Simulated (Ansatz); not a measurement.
H on a (100) slab of Si (Fd-3m (No. 227)), 6 planes, outer planes Si (top) and Si (bottom), its top face closed with OH on dimers, its bottom face closed with H, 1 a cell of 58.8 Å², relaxed (it stands last):

```yaml
crystal:
  lattice:
    - [7.66719, 0.00000, 0.00000]
    - [0.00000, 7.66719, 0.00000]
    - [0.00000, 0.00000, 27.62794]
  atoms:
    - { symbol: Si, position: [0.50000, 0.25000, 0.31965] }
    - { symbol: Si, position: [0.50000, 0.75000, 0.31965] }
    - { symbol: Si, position: [0.00000, 0.25000, 0.31965] }
    - { symbol: Si, position: [0.00000, 0.75000, 0.31965] }
    - { symbol: Si, position: [0.50000, 0.50000, 0.36871] }
    - { symbol: Si, position: [0.50000, 0.00000, 0.36871] }
    - { symbol: Si, position: [0.00000, 0.50000, 0.36871] }
    - { symbol: Si, position: [0.00000, 0.00000, 0.36871] }
    - { symbol: Si, position: [0.75000, 0.50000, 0.41777] }
    - { symbol: Si, position: [0.75000, 0.00000, 0.41777] }
    - { symbol: Si, position: [0.25000, 0.50000, 0.41777] }
    - { symbol: Si, position: [0.25000, 0.00000, 0.41777] }
    - { symbol: Si, position: [0.74179, 0.74893, 0.46507] }
    - { symbol: Si, position: [0.75750, 0.24954, 0.46442] }
    - { symbol: Si, position: [0.24567, 0.75045, 0.46761] }
    - { symbol: Si, position: [0.25384, 0.25012, 0.46869] }
    - { symbol: Si, position: [0.98987, 0.75224, 0.51420] }
    - { symbol: Si, position: [0.99578, 0.24304, 0.51722] }
    - { symbol: Si, position: [0.49856, 0.75375, 0.51648] }
    - { symbol: Si, position: [0.51423, 0.24718, 0.51503] }
    - { symbol: Si, position: [0.90734, 0.99273, 0.56009] }
    - { symbol: Si, position: [0.91531, 0.50464, 0.55777] }
    - { symbol: Si, position: [0.59218, 0.00041, 0.55971] }
    - { symbol: Si, position: [0.58541, 0.50589, 0.55876] }
    - { symbol: H, position: [0.41080, 0.24804, 0.27178] }
    - { symbol: H, position: [0.31140, 0.74946, 0.30567] }
    - { symbol: H, position: [0.90900, 0.25117, 0.27203] }
    - { symbol: H, position: [0.81067, 0.75085, 0.30641] }
    - { symbol: H, position: [0.68892, 0.25051, 0.30615] }
    - { symbol: H, position: [0.59063, 0.75130, 0.27196] }
    - { symbol: H, position: [0.18847, 0.24955, 0.30570] }
    - { symbol: H, position: [0.08831, 0.74821, 0.27165] }
    - { symbol: O, position: [0.98405, 0.97814, 0.61707] }
    - { symbol: H, position: [0.00434, 0.09035, 0.63245] }
    - { symbol: O, position: [0.98773, 0.48391, 0.61469] }
    - { symbol: H, position: [0.98873, 0.59192, 0.63317] }
    - { symbol: O, position: [0.51343, 0.02983, 0.61615] }
    - { symbol: H, position: [0.52408, 0.92927, 0.63734] }
    - { symbol: O, position: [0.51833, 0.48691, 0.61616] }
    - { symbol: H, position: [0.49260, 0.36679, 0.62521] }
    - { symbol: H, position: [0.74455, 0.66395, 0.57214] }
```

Computed with DFT PBE+D3(BJ), scalar-relativistic, plane waves, PAW in Ansatz 0.2.0. Plane waves to 420 eV, a k mesh through Γ of 2×2×1 on the computed 41-atom cell and Gaussian smearing (0.05 eV); collinear spin. The cell repeats along c with a dipole correction in the vacuum.

It binds with 1.30 eV an atom against the clean slab and the free atom (no zero-point or thermal terms); its shortest contact is H–Si 1.76 Å. Take first-order desorption with no barrier to adsorption, no reaction on the face and an assumed prefactor of 10^13 s⁻¹.

Task: How long does an atom stay at 300 K?

Result: τ = ν⁻¹·exp(E/k_BT) with k_BT = 0.0259 eV: E/k_BT = 50.3, so τ ≈ 7×10^8 s. It doesn't desorb at this temperature.

Task: Where does its peak lie in a desorption experiment heated at 5 K/s?

Result: The peak obeys E/(k_B·T_p²) = (ν/β)·exp(−E/k_BT_p). Solving gives T_p ≈ 485 K (E/k_BT_p = 31.1). An error of 0.1 eV in E moves it by about 37 K, and larger molecules have larger prefactors, which lowers it.

Task: Is this physisorption or chemisorption?

Result: The tightest contact, H–Si 1.76 Å, is 1.24 times the sum of covalent radii. That is longer than a single bond, but an atom with an unpaired electron can share it over such a distance, so this is a weak bond rather than plain physisorption, and semilocal functionals tend to overbind it. Leaving as a molecule, with a second adsorbate or an atom of the face, can cost less than leaving alone, which these figures don't count.